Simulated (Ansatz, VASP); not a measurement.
## ZnO in VASP and in Ansatz

```xyz
4
Lattice="3.8486 0.0000 0.0000 0.0000 3.8486 0.0000 0.0000 0.0000 3.5878" Properties=species:S:1:pos:R:3 pbc="T T T"
Zn    0.0000    0.0000    1.7939
Zn    1.9243    1.9243    1.7939
O     0.0000    1.9243    2.4383
O     1.9243    0.0000    1.1494
```

Alike in both runs: functional PBE; k mesh 4 × 4 × 4; occupations gaussian, width 0.1 eV; no spin polarisation.

Ansatz relaxed the structure, and its values are those at the end. VASP's run is a single point on that final structure, the one shown.

|  | VASP | Ansatz |
| --- | --- | --- |
| version | VASP 6.6.1 | Ansatz 0.2.0 |
| potentials or method | VASP PAW PBE potentials, release 64 (Zn, O) | scalar-relativistic, plane waves, PAW |
| plane-wave cutoff (eV) | 520 | 420 |
| valence electrons in the cell | 36 | 36 |

Ansatz gave:

```
gap on the k mesh at the Fermi level (eV) : 1.10
least direct gap on the mesh (eV)         : 1.19
pressure (GPa)                            : 0.1
rms of the force components (eV/Å)        : 0.001
```

**Question.** Estimate VASP's values.

**Answer.** gap on the k mesh at the Fermi level (eV): 1.08; least direct gap on the mesh (eV): 1.18; pressure (GPa): 0.9; rms of the force components (eV/Å): 0.029.

The functional is the same, so the differences come from potentials, cutoffs and numerics.

Caveats: the k mesh is coarse (spacing up to 0.44 Å⁻¹), so the values aren't converged. A k mesh can miss the band edges.
